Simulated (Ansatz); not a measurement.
# P: one crystal by all-electron and frozen-core methods

Does the method matter for P? The same cell, functional and mesh are run with all-electron LAPW, PAW with frozen cores and all-electron PAW on datasets made for the crystal.

Method: DFT PBE, scalar-relativistic, in Ansatz 0.2.0.

1 further run of the same task is left out (set aside as unsound or not needed).

### Step 1. Starting point

Symmetry: Fd-3m, No. 227, cubic system. The conventional cell has a = 5.480 Å, b = 5.480 Å, c = 5.480 Å, α = 90.00°, β = 90.00°, γ = 90.00°. P (site symmetry -43m) has 4 P at 2.37 Å as nearest neighbours.

Coordinates:

```cif
data_structure
_symmetry_space_group_name_H-M 'Fd-3m:1'
_symmetry_Int_Tables_number 227
_cell_length_a 5.4803
_cell_length_b 5.4803
_cell_length_c 5.4803
_cell_angle_alpha 90.000
_cell_angle_beta 90.000
_cell_angle_gamma 90.000
_cell_volume 164.59
loop_
_atom_site_label
_atom_site_type_symbol
_atom_site_symmetry_multiplicity
_atom_site_Wyckoff_symbol
_atom_site_fract_x
_atom_site_fract_y
_atom_site_fract_z
_atom_site_occupancy
P1 P 8 b 0.00000 0.00000 0.50000 1
```

The file gives the conventional cell by its symmetry; the runs use the cell typed in the input.

The structure (diamond type) was typed from a prototype and relaxed by PAW; whether it is the ground state wasn't tested.

Atoms are numbered in the order of the input: P1, P2.

### Step 2. All-electron LAPW

input.yaml reads:

```yaml
crystal:
  lattice:
    - [0.0, 2.7401519736, 2.7401519736]
    - [2.7401519736, 0.0, 2.7401519736]
    - [2.7401519736, 2.7401519736, 0.0]
  atoms:
    - { symbol: P, position: [0.0, 0.0, 0.0] }
    - { symbol: P, position: [0.25, 0.25, 0.25] }
kpoints:
  mp_grid: { grid: [11, 11, 11] }
  band_path:
    path:
      - [0.0, 0.0, 0.0]
      - [0.5, 0.0, 0.5]
      - [0.625, 0.25, 0.625]
      - [0.375, 0.375, 0.75]
      - [0.0, 0.0, 0.0]
      - [0.5, 0.5, 0.5]
      - [0.5, 0.25, 0.75]
      - [0.5, 0.0, 0.5]
    npoints: 8
scf:
  occupations: { method: fermi_dirac, width: 0.08 }
hamiltonian:
  xc: pbe
  pseudopotentials: { kind: all_electron, lapw: { basis_error: 0.0005 } }
output:
  forces: true
  stress: true
  eigenvalues: true
  populations: true
  dos: { projected: true, de: 0.2, e_range: [-14, 8] }
```

### Step 3. PAW with frozen cores

Changes to input.yaml since step 2:

```diff
@@ -25,3 +25,3 @@
   xc: pbe
-  pseudopotentials: { kind: all_electron, lapw: { basis_error: 0.0005 } }
+  pseudopotentials: { kind: paw }
 output:
@@ -30,3 +30,5 @@
   eigenvalues: true
+  efg: { contact_densities: true }
   populations: true
+  bader: true
   dos: { projected: true, de: 0.2, e_range: [-14, 8] }
```

### Step 4. All-electron PAW on datasets made for the crystal

Changes to input.yaml since step 3:

```diff
@@ -25,3 +25,3 @@
   xc: pbe
-  pseudopotentials: { kind: paw }
+  pseudopotentials: { kind: all_electron, datasets: crystal }
 output:
@@ -31,4 +31 @@
   efg: { contact_densities: true }
-  populations: true
-  bader: true
-  dos: { projected: true, de: 0.2, e_range: [-14, 8] }
```

(Steps that only read results are left out.)

Before running it: what results should come out? Wanted: pressure; gap; Bader charges.

As calculated:

| quantity | value |
| --- | --- |
| pressure | LAPW 0.03, PAW 0.02, crystal datasets 0.03 GPa |
| gap (LAPW) | none |
| Bader charges (PAW) | P1 -0.00 e |

In words: The pressure is within half a GPa of zero. Bands cross the Fermi level: the crystal is a metal at this level. Within 0.3 eV of the Fermi level the largest projected share is P 3p (75 %). The projection holds only the free atom's occupied shells (P 3s, P 3p in this range). In pressure, PAW differs from LAPW by less than 0.01 GPa.
